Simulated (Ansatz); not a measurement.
# LiCl (Fm-3m), a film clamped to a substrate

Method: DFT PBE, scalar-relativistic, plane waves, PAW (Ansatz 0.2.0). Cutoff 420 eV, Γ-centred 8×8×8 k-points, Gaussian smearing of 0.05 eV. No spin polarisation. Energies are free energies at this smearing, counted from the undisturbed cell; pressure is positive in compression.

Zero of the scan (as given, not relaxed at this level; it stands at 0.4 GPa):

```yaml
crystal:
  lattice:
    - [0.00000, 2.56476, 2.56476]
    - [2.56476, 0.00000, 2.56476]
    - [2.56476, 2.56476, 0.00000]
  atoms:
    - { symbol: Li, position: [0.00000, 0.00000, 0.00000] }
    - { symbol: Cl, position: [0.50000, 0.50000, 0.50000] }
```

The cell (2 atoms, V0 = 33.74 Å³) is strained by p along both x and y and by q along z, fractional coordinates fixed. τp = (1/V0) ∂E/∂p = (σxx + σyy)(1 + p)(1 + q) and τq = (1/V0) ∂E/∂q = σzz(1 + p)², with tension positive.

```
     p q  ΔE (meV/atom)  τp (GPa)  τq (GPa)
 0.000   0.000           0.00     -0.80     -0.40
-0.015   0.000           3.20     -3.33     -1.07
 0.015   0.000           0.47      1.33      0.27
 0.000  -0.015           1.33     -1.48     -1.31
 0.000   0.015          -0.02     -0.14      0.35
```

Get the second derivatives of the energy density.

Central differences give A = ∂τp/∂p = 155 GPa (C11 + C22 + 2 C12), C = ∂τq/∂q = 55 GPa (C33) and the cross term B = ∂τq/∂p = 45 GPa (C13 + C23); ∂τp/∂q = 45 GPa must equal B, and any difference shows higher-order terms. The ions are clamped. In a cubic crystal C11 = C = 55, C12 = B/2 = 22.3 GPa and A should be 2(C11 + C12) = 155 GPa; the bulk modulus is (C11 + 2 C12)/3 = 33 GPa.

A film of this crystal grows with z along the normal on a substrate that imposes p. How does its thickness respond, and what does the misfit cost?

Count p and q from the stress-free cell. A free surface needs τq = 0, so q = −(B/C) p = -0.80 p. The energy density left is (A − B²/C) p²/2 = M p², with the biaxial modulus M = 60 GPa; a misfit of 1 % costs 0.63 meV/atom, against 0.82 meV/atom if the thickness were held.

At p = 0.030 the energies along q are 3.9 (q = -0.030), 3.2 (q = -0.015), 4.0 (q = 0.000), 6.1 (q = 0.015), 9.1 (q = 0.030) meV/atom.

Does the linear rule hold at this misfit?

A parabola through the lowest point and its neighbours has its minimum at q = -0.016, 3.2 meV/atom. With the stress left in the starting cell, τp0 and τq0, linear elasticity gives q = −(τq0 + Bp)/C = -0.017 and E = V0(τp0 p + τq0 q + Ap²/2 + Bpq + Cq²/2)/N = 4.0 meV/atom. The energies differ by more than a tenth, so the quadratic law fails here: the gap holds the anharmonic part, with some error from the wide steps. Cubic terms also shift the vertex of so wide a parabola.